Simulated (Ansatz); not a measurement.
An Ansatz input:

```yaml
crystal:
  lattice:
    - [1.8839499199, 0.0, 0.0]
    - [0.0, 1.8839499199, 0.0]
    - [0.0, 0.0, 1.8839499199]
  atoms:
    - { symbol: B, position: [0.0, 0.0, 0.0] }
hamiltonian:
  xc: pbe
  pseudopotentials:
    kind: paw
    azcp:
      B: "pseudopotentials/B.paw.azcp"
basis:
  ecutwfc: 420
  fft_grid_basis: typed
kpoints:
  mp_grid: { grid: [19, 19, 19], shift: [0, 0, 0] }
magnetization:
  spin_polarized: false
scf:
  occupations: { method: fermi_dirac, width: 0.1 }
  lower_state_search: "off"
output:
  stress: true
```

Terminal output

```
Engine: ansatz 0.2.0, x86_64-unknown-linux-gnu
Pseudopotentials: kind: paw
Pseudopotential: B, paw, valence charge 3, recommended cutoff 420 eV (normal) 
Functional definition: PBE
  parameter kappa = 0.804
  parameter beta = 0.06672455060314922
  exchange = pbe_x(kappa = kappa, mu = beta*pi^2/3)
  correlation = pbe_c(beta = beta)
Crystal: 1 atoms, lattice volume = 6.687 Å³
Basis set: ecut = 420 eV, 123 PW (Γ)
Bands: 6, of which v1, the nominal top of the filled ones, is band 2 counted from 1 (1 counted from 0)
Symmetry: 48 space group operations
Space group: Pm-3m (ITA 221), of the structure as read, at distance tolerance 1.9e-5 Å
k-points: 220 of 6859
Non-local potential: B, projectors of the file, l = 0: 2, l = 1: 2, l = 2: 1
PAW form: soft (Blöchl's): semilocal exchange-correlation on the pseudo side does not see the compensation charge
PAW one-centre angular grid: B, 110 points (default); XC on 64 Gauss nodes
Initial density: superposition of atomic densities (neutral atoms: chi_scale 0, normalization atom), corrected by the library's trained network
Initial wavefunctions: pseudopotential atomic-orbital guess
Functional: x = pbe(κ = 0.804, μ = 0.2195149727645171), c = pbe(β = 0.06672455060314922)
SCF iter   1: F=—  HF=-154.825446 eV  |F-HF|=—  |Δ(HF+E_count)|=         —  Δρ=2.53e-3  dr2=1.35e-4  ethr=1.77e-3  ⟨swp⟩=4.3  Hψ=9824  notcnv=0
SCF iter   2: F=—  HF=-154.825517 eV  |F-HF|=—  |Δ(HF+E_count)|=   7.08e-5  Δρ=1.31e-3  dr2=3.41e-5  ethr=4.50e-6  ⟨swp⟩=1.3  Hψ=3151  notcnv=0
SCF iter   3: F=—  HF=-154.825574 eV  |F-HF|=—  |Δ(HF+E_count)|=   5.76e-5  Δρ=1.25e-4  dr2=8.22e-7  ethr=1.14e-6  ⟨swp⟩=2.0  Hψ=1639  notcnv=0
SCF iter   4: F=—  HF=-154.825574 eV  |F-HF|=—  |Δ(HF+E_count)|=   3.99e-8  Δρ=5.21e-5  dr2=1.46e-7  ethr=2.74e-8  ⟨swp⟩=1.0  Hψ=1323  notcnv=0
iter 5 did not close the SCF: its close was put off for the readings that it lacked (scf_convergence_deferred on its scf_iter line)
SCF iter   5: F=-154.825574 eV  HF=-154.825574 eV  |F-HF|=4.79e-11  |Δ(HF+E_count)|=   3.61e-8  Δρ=1.27e-6  dr2=3.84e-11  ethr=4.86e-9  ⟨swp⟩=1.9  Hψ=1622  notcnv=0
SCF iter   6: F=-154.825574 eV  HF=-154.825574 eV  |F-HF|=7.96e-13  |Δ(HF+E_count)|=  8.05e-11  Δρ=1.05e-7  dr2=1.24e-13  ethr=1.28e-12  ⟨swp⟩=1.0  Hψ=3582  notcnv=0
SCF 1 converged in 6 iterations: F = -154.825574 eV  dr2 = 1.24e-13
SCF converged after 6 iterations
Free energy (F): -154.825574 eV
Harris-Foulkes:  -154.825574 eV  (|F-HF|=7.96e-13)
Internal energy: -154.816107 eV  (E = F + TS)
E sigma→0 (E₀):  -154.820841 eV
Entropy (-TS):   -0.009467 eV (-9.467 meV/atom)
Fermi energy:    10.505020 eV
--- Per-component energies (eV) ---
  E_band       = 13.747343
  E_kinetic    = 46.859611
  E_local      = -7.059378  (includes V_loc(G=0)·N_el)
  E_nonlocal   = 12.254667
  E_hartree    = 1.001084
  E_xc         = -31.787942
  E_vxc        = -37.733090  (∫ρ·V_xc dr)
  E_paw        = -78.495379  (= ΣΔE_a)
  E_vpaw       = -2.576631  (= ΣTr[D̂ρ^β])
  E_aug_tail   = -0.000003  (compensation charges beyond the density's cutoff)
  E_ewald      = -97.588767
  E_smearing   = -0.009467  (= −TS)
  E_closure    = 0.000000  (closes the sum)
  Σ components = -154.825574   (vs F -154.825574, Δ=0.00e0)
--- Stress (GPa, compression-positive) ---
        0.239972       0.000000       0.000000
        0.000000       0.239972       0.000000
       -0.000000       0.000000       0.239972
  P = ⅓ Tr σ = 0.2400 GPa (2.400 kbar)
```

Launched by

```sh
ansatz run input.yaml --threads 1 --pin off --max-ram 3584MiB --backend cpu --events-out ev --progress --plain --runs-dir out
```

On 1 thread of Intel(R) Xeon(R) Platinum 8259CL CPU @ 2.50GHz (Skylake/Cascade Lake) (shared host) this took about 1.5 s of wall time and 1.3 s of CPU time.
